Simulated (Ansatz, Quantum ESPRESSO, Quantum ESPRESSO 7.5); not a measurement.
## Band edges of black arsenene, 1 layer under strain

How do the band edges of black arsenene, 1 layer move against the vacuum when the sheet is stretched?

Calculated with Quantum ESPRESSO 7.5; plane-wave DFT, PBE, GBRV ultrasoft pseudopotentials (geometry by Ansatz 0.2.0 with PAW datasets; geometry under PBE).

**1. Set-up**

The cell holds 4 atoms: 4 As. Cell: a = 4.750 Å, b = 3.680 Å, c = 17.480 Å, α = 90.0°, β = 90.0°, γ = 90.0°. It derives from As. Vacuum lies along c.

**2. Relaxation with Ansatz**

A relaxation in Ansatz fixes the structure of this slab for the runs on it.

Contents of input.yaml:

```yaml
crystal:
  lattice:
    - [4.75, 0.0, 0.0]
    - [0.0, 3.68, 0.0]
    - [0.0, 0.0, 17.48]
  atoms:
    - { symbol: As, position: [0.09, 0.0, 0.4290617849] }
    - { symbol: As, position: [0.41, 0.5, 0.4347826087] }
    - { symbol: As, position: [0.91, 0.0, 0.5709382151] }
    - { symbol: As, position: [0.59, 0.5, 0.5652173913] }
kpoints:
  mp_grid: { grid: [8, 8, 1] }
hamiltonian:
  xc: pbe
scf:
  occupations: { method: fermi_dirac, width: 0.05 }
  convergence: { dr2_threshold: 1.0e-08 }
efield:
  axis: 3
  dipole_correction: true
  ramp_position: 0.97
  ramp_width: 0.04
relax:
  f_tol: 0.01
  cell: { fix: [c, alpha, beta] }
output:
  write_potential: true
  write_density: true
  volumetric_format: npy
```

The run is started by

```
$ ansatz run input.yaml --threads 4 --pin off --max-ram 8192MiB --backend cpu --events-out ev --progress --plain --runs-dir out
```

Numbers of over 12 decimals in the logs are rounded to 6 here.

Log:

```text
Warning: relax.cell: scf.convergence.dr2_threshold = 1e-8 eV is looser than the 4e-10 eV advised for a relaxation that steers and ends on the stress (1e-10 eV for each atom of the cell: 4). What an SCF threshold leaves in a stress goes as its square root, and in the free energy as the threshold itself, and one threshold admits the most on a small cell: [figures from the program's tests cut] Set scf.convergence.dr2_threshold to 4e-10 eV or tighter. The threshold is an SCF's pass mark: one that does not reach it within its budget of iterations ends unconverged, or closes short of it on a stop that the run arms, and scf.convergence.dr2_threshold's page says what that costs each kind of run
Engine: ansatz 0.2.0, aarch64-unknown-linux-gnu
Pseudopotentials: kind: paw
Pseudopotential: As, paw, valence charge 15, recommended cutoff 420 eV (normal), As.paw.azcp
Functional definition: PBE
  parameter kappa = 0.804
  parameter beta = 0.066725
  exchange = pbe_x(kappa = kappa, mu = beta*pi^2/3)
  correlation = pbe_c(beta = beta)
Crystal: 4 atoms, lattice volume = 305.550 Å³
Basis set: ecut = 420 eV, 5909 PW (Γ), exchange–correlation on 64×50×240 points (8 copies of the dense FFT grid, shifted against one another)
Bands: 36, of which v1, the nominal top of the filled ones, is band 30 counted from 1 (29 counted from 0)
Symmetry: 2 space group operations
k-points: 25 of 64 (time reversal used)
Non-local potential: As, projectors of the file, l = 0: 2, l = 1: 2, l = 2: 3, l = 3: 1
PAW form: soft (Blöchl's): semilocal exchange-correlation on the pseudo side does not see the compensation charge
PAW one-centre angular grid: As, 590 points (default); XC on 64 Gauss nodes
Initial density: superposition of atomic densities (neutral atoms: chi_scale 0, normalization atom), corrected by the library's trained network
Initial wavefunctions: pseudopotential atomic-orbital guess
Functional: x = pbe(κ = 0.804, μ = 0.219515), c = pbe(β = 0.066725)
SCF iter   1: F=—  HF=-19424.040332 eV  |F-HF|=—  |Δ(HF+E_count)|=         —  Δρ=1.34e-3  dr2=1.26e-2  ethr=1.77e-3  p=0.001 e·Å  D=3.06e-4 V/Å  ΔV_dip=-0.01 eV  dr2_dipole=8.99e-7  V_vac-E_F(+/−)=4.21/4.22 eV  ⟨swp⟩=7.1  Hψ=3811  notcnv=0
efield: sawtooth ramp at fractional position 0.9700 (set: `efield.ramp_position`, or a place that a band, a saddle search or an elastic batch's reference lends), width 0.0400; the density the first Hamiltonian is built on has a dipole p = 0.001 e·Å; the dipole correction subtracts the counter field D = 3.06e-4 V/Å, which shifts the + side's vacuum level by -0.01 eV against the − side's; the planar-averaged density in the ramp window peaks in size at 3.6e-5 e/Å³
preconditioner: auto → Resta (q_TF=auto, 2.080 Å⁻¹)  ε∞=2.1  [insulator: Δε(μ)=0.340 eV  Ē_g=9.092 eV  σ=0.050 eV  W_gap=0.94  n_scr=42 (ndim 8)  ℏωp=9.5 eV  f_vac=0.654  D(μ)=0.05/eV (n_scr^D=0)  ε∞_Penn≈2.1  vacuum switching on, ρ_ref=6.0e-3 e/Å³]
SCF iter   2: F=—  HF=-19424.038959 eV  |F-HF|=—  |Δ(HF+E_count)|=   1.37e-3  Δρ=5.62e-4  dr2=8.08e-4  ethr=2.10e-5  p=-0.000 e·Å  D=-2.67e-5 V/Å  ΔV_dip=0.00 eV  dr2_dipole=1.23e-6  V_vac-E_F(+/−)=4.25/4.25 eV  ⟨swp⟩=2.0  Hψ=1378  notcnv=0  defer=23
SCF iter   3: F=—  HF=-19424.039770 eV  |F-HF|=—  |Δ(HF+E_count)|=   8.11e-4  Δρ=2.31e-4  dr2=1.55e-4  ethr=1.35e-6  p=0.001 e·Å  D=3.11e-4 V/Å  ΔV_dip=-0.01 eV  dr2_dipole=6.60e-6  V_vac-E_F(+/−)=4.25/4.26 eV  ⟨swp⟩=2.2  Hψ=1156  notcnv=0  defer=23
SCF iter   4: F=—  HF=-19424.040022 eV  |F-HF|=—  |Δ(HF+E_count)|=   2.52e-4  Δρ=1.01e-4  dr2=3.05e-4  ethr=2.59e-7  p=-0.002 e·Å  D=-1.09e-3 V/Å  ΔV_dip=0.02 eV  dr2_dipole=9.79e-5  V_vac-E_F(+/−)=4.27/4.25 eV  ⟨swp⟩=2.0  Hψ=1168  notcnv=0  defer=23  recentre
SCF iter   5: F=—  HF=-19424.039983 eV  |F-HF|=—  |Δ(HF+E_count)|=   3.91e-5  Δρ=3.37e-5  dr2=4.63e-6  ethr=2.59e-7  p=0.000 e·Å  D=7.49e-5 V/Å  ΔV_dip=-0.00 eV  dr2_dipole=5.04e-7  V_vac-E_F(+/−)=4.26/4.26 eV  ⟨swp⟩=2.1  Hψ=1039  notcnv=0  defer=23
SCF iter   6: F=—  HF=-19424.039965 eV  |F-HF|=—  |Δ(HF+E_count)|=   1.76e-5  Δρ=9.03e-6  dr2=2.28e-7  ethr=7.72e-9  p=-0.000 e·Å  D=-3.20e-6 V/Å  ΔV_dip=0.00 eV  dr2_dipole=2.76e-11  V_vac-E_F(+/−)=4.26/4.26 eV  ⟨swp⟩=2.0  Hψ=1104  notcnv=0  defer=23
SCF iter   7: F=—  HF=-19424.039966 eV  |F-HF|=—  |Δ(HF+E_count)|=   7.32e-7  Δρ=1.78e-6  dr2=1.66e-8  ethr=3.80e-10  p=0.000 e·Å  D=2.81e-7 V/Å  ΔV_dip=-0.00 eV  dr2_dipole=3.14e-11  V_vac-E_F(+/−)=4.26/4.26 eV  ⟨swp⟩=2.0  Hψ=1130  notcnv=0  defer=23
SCF iter   8: F=-19424.039966 eV  HF=-19424.039966 eV  |F-HF|=1.01e-9  |Δ(HF+E_count)|=   8.99e-9  Δρ=7.19e-7  dr2=1.50e-9  ethr=1.67e-11  p=-0.000 e·Å  D=-2.18e-7 V/Å  ΔV_dip=0.00 eV  dr2_dipole=4.43e-12  V_vac-E_F(+/−)=4.26/4.26 eV  ⟨swp⟩=8.2  Hψ=5207  notcnv=0
SCF 1 converged in 8 iterations: F = -19424.039966 eV  dr2 = 1.50e-9
  greatest PAW one-centre occupation: 0.999 electrons in one spin orbital (limit 2), on the As atom at site 0 (counted from 0), in its partial waves of l = 2
relax step   1: F+E_penalty+E_count = -19424.03996610 eV  Δ(F+E_penalty+E_count) = +0.000e0 eV  max|allowed force component| = 1.600e0 eV/Å  Δτ_max = 0.0000 Å  P = +1.295 GPa  Ω = 305.550 Å³  fix = [c, alpha, beta]  reactions: c +0.090 GPa; beta -0.129 GPa/rad  (8 SCF iters, accepted)
Crystal: 4 atoms, lattice volume = 299.976 Å³
Basis set: ecut = 420 eV, 5781 PW (Γ), exchange–correlation on 64×50×240 points (8 copies of the dense FFT grid, shifted against one another)
Initial density: handed on by an earlier stage of this run
Initial wavefunctions: those handed on with the density
iter 1 solved again at ethr=1.85e-4 eV; its pass at ethr=3.10e-3 eV (dr2=1.11e-1 eV) is discarded
SCF iter   1: F=—  HF=-19424.319326 eV  |F-HF|=—  |Δ(HF+E_count)|=         —  Δρ=6.38e-3  dr2=1.14e-1  ethr=1.85e-4  p=-0.000 e·Å  D=-3.71e-7 V/Å  ΔV_dip=0.00 eV  dr2_dipole=4.04e-11  V_vac-E_F(+/−)=4.36/4.36 eV  ⟨swp⟩=1.8  Hψ=4715  notcnv=0
efield: sawtooth ramp at fractional position 0.9700 (set: `efield.ramp_position`, or a place that a band, a saddle search or an elastic batch's reference lends), width 0.0400; the density the first Hamiltonian is built on has a dipole p = -0.000 e·Å; the dipole correction subtracts the counter field D = -3.71e-7 V/Å, which shifts the + side's vacuum level by +0.00 eV against the − side's; the planar-averaged density in the ramp window peaks in size at 4.1e-7 e/Å³
[...]
SCF iter   8: F=—  HF=-19424.387262 eV  |F-HF|=—  |Δ(HF+E_count)|=   6.11e-8  Δρ=2.53e-6  dr2=1.27e-7  ethr=1.36e-9  p=-0.000 e·Å  D=-2.18e-5 V/Å  ΔV_dip=0.00 eV  dr2_dipole=3.94e-8  V_vac-E_F(+/−)=4.20/4.20 eV  ⟨swp⟩=1.6  Hψ=925  notcnv=0
SCF iter   9: F=-19424.387262 eV  HF=-19424.387262 eV  |F-HF|=6.58e-9  |Δ(HF+E_count)|=   3.73e-9  Δρ=5.88e-7  dr2=6.30e-9  ethr=1.67e-11  p=-0.000 e·Å  D=-4.75e-6 V/Å  ΔV_dip=0.00 eV  dr2_dipole=1.87e-9  V_vac-E_F(+/−)=4.20/4.20 eV  ⟨swp⟩=7.0  Hψ=5152  notcnv=0
SCF 3 converged in 9 iterations: F = -19424.387262 eV  dr2 = 6.30e-9
relax step   3: F+E_penalty+E_count = -19424.38726233 eV  Δ(F+E_penalty+E_count) = -9.120e-2 eV  max|allowed force component| = 5.141e-2 eV/Å  Δτ_max = 0.0878 Å  P = +0.125 GPa  Ω = 304.758 Å³  energy of the carried Pulay correction = +3.337e-5 eV  fix = [c, alpha, beta]  reactions: c +0.122 GPa; beta -0.020 GPa/rad  (9 SCF iters, accepted)
[...]
relax step   4: F+E_penalty+E_count = -19424.38837420 eV  Δ(F+E_penalty+E_count) = -1.112e-3 eV  max|allowed force component| = 1.477e-2 eV/Å  Δτ_max = 0.0057 Å  P = -0.004 GPa  Ω = 306.364 Å³  energy of the carried Pulay correction = -3.420e-5 eV  fix = [c, alpha, beta]  reactions: c -0.029 GPa; beta -0.005 GPa/rad  (7 SCF iters, accepted)
[...]
relax step   5: F+E_penalty+E_count = -19424.38839932 eV  Δ(F+E_penalty+E_count) = -2.512e-5 eV  max|allowed force component| = 1.397e-3 eV/Å  Δτ_max = 0.0011 Å  P = +0.001 GPa  Ω = 306.546 Å³  energy of the carried Pulay correction = -4.182e-5 eV  fix = [c, alpha, beta]  reactions: c -0.001 GPa; beta -0.001 GPa/rad  (5 SCF iters, accepted)
Initial wavefunctions: pseudopotential atomic-orbital guess (no wavefunctions were taken with the density)
iter 1 solved again at ethr=1.06e-7 eV; its pass at ethr=3.10e-3 eV (dr2=6.37e-5 eV) is discarded
SCF iter   1: F=—  HF=-19424.388448 eV  |F-HF|=—  |Δ(HF+E_count)|=         —  Δρ=3.66e-6  dr2=6.04e-9  ethr=1.06e-7  p=-0.000 e·Å  D=-1.70e-6 V/Å  ΔV_dip=0.00 eV  dr2_dipole=1.91e-10  V_vac-E_F(+/−)=4.21/4.21 eV  ⟨swp⟩=3.7  Hψ=5996  notcnv=0
efield: sawtooth ramp at fractional position 0.9700 (set: `efield.ramp_position`, or a place that a band, a saddle search or an elastic batch's reference lends), width 0.0400; the density the first Hamiltonian is built on has a dipole p = -0.000 e·Å; the dipole correction subtracts the counter field D = -1.70e-6 V/Å, which shifts the + side's vacuum level by +0.00 eV against the − side's; the planar-averaged density in the ramp window peaks in size at 4.6e-7 e/Å³
eigensolver tolerance schedule: the retry pair's looser diagonalisation over-reported the residual by 10545.50 of it (diagonalisation noise at 0.57 of the residual, at the tolerance the schedule requests for it); recorded, not acted on — ethr = c·dr2/N_el stays at c = 1.0e-1
preconditioner: auto → Resta (q_TF=auto, 2.079 Å⁻¹)  ε∞=2.2  [insulator: Δε(μ)=0.822 eV  Ē_g=8.803 eV  σ=0.050 eV  W_gap=1.00  n_scr=42 (ndim 8)  ℏωp=9.5 eV  f_vac=0.652  D(μ)=0.00/eV (n_scr^D=0)  ε∞_Penn≈2.2  vacuum switching on, ρ_ref=5.6e-3 e/Å³]
SCF iter   2: F=—  HF=-19424.388437 eV  |F-HF|=—  |Δ(HF+E_count)|=   1.09e-5  Δρ=1.93e-6  dr2=3.03e-9  ethr=1.01e-11  p=0.000 e·Å  D=1.87e-6 V/Å  ΔV_dip=-0.00 eV  dr2_dipole=3.74e-10  V_vac-E_F(+/−)=4.21/4.21 eV  ⟨swp⟩=8.4  Hψ=6683  notcnv=0
SCF iter   3: F=-19424.388444 eV  HF=-19424.388442 eV  |F-HF|=2.20e-6  |Δ(HF+E_count)|=   4.41e-6  Δρ=9.53e-7  dr2=3.21e-9  ethr=5.04e-12  p=-0.000 e·Å  D=-3.46e-6 V/Å  ΔV_dip=0.00 eV  dr2_dipole=8.93e-10  V_vac-E_F(+/−)=4.21/4.21 eV  ⟨swp⟩=6.8  Hψ=4852  notcnv=0
SCF 6 converged in 3 iterations: F = -19424.388444 eV  dr2 = 3.21e-9
relax step   6: F+E_penalty+E_count = -19424.38844371 eV  Δ(F+E_penalty+E_count) = -4.439e-5 eV  max|allowed force component| = 1.403e-3 eV/Å  Δτ_max = 0.0000 Å  P = +0.001 GPa  Ω = 306.546 Å³  fix = [c, alpha, beta]  reactions: c -0.001 GPa; beta -0.001 GPa/rad  stress off target by 5.88e-3 GPa on what of the cell is left free  SCF on the basis re-selected at this cell (its energy is not comparable with the rows above)  (3 SCF iters)
basis re-selected at this cell: Δ(F+E_penalty+E_count) = -4.439e-5 eV, ΔP = -0.000 GPa vs the last step (what re-selecting the basis moved, of the pressure what is left beyond the Pulay correction that the steps carried, after the strain that the cell walked since its last selection, with what the two solves' SCF thresholds leave and, on support functions, any second-order correction that the steps lacked; it is no m [...]
WARN: The input density's exchange-correlation potential varies sharply where the density is thin. Do not read a vacuum level from v_tot or v_xc, or from such a field of the output density. On a cell that repeats whose density bears no net charge and no dipole along the vacuum's axis use v_es (v_loc + v_h of the components); under efield.dipole_correction with no amplitude use v_es + v_field, which holds any external [...]
SCF converged after 3 iterations
Free energy (F): -19424.388444 eV
Harris-Foulkes:  -19424.388442 eV  (|F-HF|=2.20e-6)
Internal energy: -19424.388430 eV  (E = F + TS)
E sigma→0 (E₀):  -19424.388437 eV
Entropy (-TS):   -0.000014 eV (-0.003 meV/atom)
Fermi energy:    -0.053984 eV
Dipole field:    D = 0.000029 V/Å  (p = 0.000049 e·Å, saw-weighted, corrected)
Work function:   Φ+ = 4.2057 eV   Φ− = 4.2062 eV
Levels:          The Fermi level and band energies are counted from a zero that moves with the ramp; work functions are not
--- Per-component energies (eV) ---
  E_band       = -1566.439727
  E_kinetic    = 408.002343
  E_local      = -37324.099109  (includes V_loc(G=0)·N_el)
  E_nonlocal   = -2682.731789
  E_hartree    = 18707.682152
  E_xc         = -315.228416
  E_vxc        = -314.402790  (∫ρ·V_xc dr)
  E_paw        = -7338.665871  (= ΣΔE_a)
  E_vpaw       = 931.426662  (= ΣTr[D̂ρ^β])
  E_aug_tail   = 0.000028  (compensation charges beyond the density's cutoff)
  E_efield     = 0.000000  (sawtooth field / dipole correction)
  E_vefield    = -0.000304  (∫n·V_field dr)
  E_ewald      = 9120.652232
  E_smearing   = -0.000014  (= −TS)
  E_closure    = -0.000000  (closes the sum)
  Σ components = -19424.388444   (vs F -19424.388444, Δ=0.00e0)
--- Forces (eV/Å), atoms counted from 1 ---
  atom   1  As     0.00037434    -0.00000000     0.00119183
  atom   2  As    -0.00140251     0.00000000    -0.00001413
  atom   3  As    -0.00036949     0.00000000    -0.00119511
  atom   4  As     0.00139764    -0.00000000     0.00001054
  max |Σ_I F_I| component: 6.86e-6 eV/Å
--- Stress (GPa, compression-positive) ---
        0.005880      -0.000000       0.001289
       -0.000000      -0.002868       0.000000
        0.001288       0.000000      -0.001402
  P = ⅓ Tr σ = 0.0005 GPa (0.005 kbar)
--- Band table (eV; the first three rows and the last of 25) ---
  k-point 0: bands = [... 26 lower, -3.1407, -2.0081, -1.6005, -0.5756, 0.3446, 1.6220, 2.0342, 2.7038, ... 2 higher]
  k-point 1: bands = [... 26 lower, -3.6713, -2.1607, -1.9291, -0.6838, 0.4854, 1.9032, 2.6443, 2.6625, ... 2 higher]
  k-point 2: bands = [... 26 lower, -3.6392, -2.7240, -1.8481, -1.0548, 0.7698, 0.8746, 2.3588, 2.6160, ... 2 higher]
  k-point 24: bands = [... 26 lower, -4.3397, -4.3397, -1.8119, -1.8112, 2.0934, 2.0947, 3.7307, 3.7307, ... 2 higher]
--- Relaxed structure (5 steps of the walk, 5 accepted, 1 SCFs on fresh bases) ---
  F+E_penalty+E_count = -19424.38844371 eV   max|allowed force component| = 1.403e-3 eV/Å   (the final SCF, on the basis selected at the relaxed cell)
  cell:  # Å, volume = 306.5457 Å³
    - [4.761955, 0.0, 0]
    - [0.0, 3.682718, 0.0]
    - [0, 0.0, 17.48]
  atoms:
    - { symbol: As, position: [0.071766, 0.0, 0.431512] }
    - { symbol: As, position: [0.428298, 0.500000, 0.431516] }
    - { symbol: As, position: [0.928234, 0.0, 0.568488] }
    - { symbol: As, position: [0.571702, 0.500000, 0.568484] }
```

Elapsed: 53 s, on 4 threads of Arm Neoverse N1, shared host; peak memory 0.66 GiB; 3.4 min of CPU time.

Step by step:

```tsv
step	energy less that of the first step (eV)	largest force component (eV/Å)	pressure (GPa)	volume (Å³)
1	0.0000	1.5995	1.29	305.55
2	-0.2561	0.5444	0.18	299.98
3	-0.3473	0.0514	0.12	304.76
4	-0.3484	0.0148	0.00	306.36
5	-0.3484	0.0014	0.00	306.55
6*	-0.3485	0.0014	0.00	306.55
```

Relaxation steps marked * repeat the geometry before them on a plane-wave basis chosen anew for their cell, so energy and pressure can jump there.

Forces are held to the 2 operations that the run works with; a distortion that breaks them can't arise in this run.

```tsv
cell as run	before	after	change
a (Å)	4.750	4.762	+0.3 %
b (Å)	3.680	3.683	+0.1 %
```

The atoms that moved most (Å, along periodic axes as changes of fractional coordinates times the final cell, across vacuum about the mean position):

```tsv
atom	dx	dy	dz	length
As4	-0.087	0.000	0.057	0.104
As2	0.087	0.000	-0.057	0.104
As3	0.087	0.000	-0.043	0.097
As1	-0.087	0.000	0.043	0.097
```

Read from the output:

```
free energy                                                      : -19424.3884 eV
Fermi energy                                                     : -0.05398 eV
gap by band count                                                : 0.8220 eV
symmetry operations                                              : 2
dipole along the normal                                          : 4.91e-5 e·Å
vacuum level at the upper face over a Fermi level inside the gap : 4.206 eV
vacuum level at the lower face over a Fermi level inside the gap : 4.206 eV
```

(Part 1 of 2 ends here.)

[Logs are printed without paths, hosts, clocks, repeated set-up lines and the standing remarks that a program may print on its own settings, such as how far it seeks lower states.]

[Hosts, paths, dates, database ids (printed as entryN), source tags and the programs' standing remarks are cut or masked in the printed files.]

[Maps of the electrostatic potential energy from Ansatz leave out the sawtooth potential of an applied field or a dipole correction, so their vacuum need not be flat; planar profiles and work functions include it.]
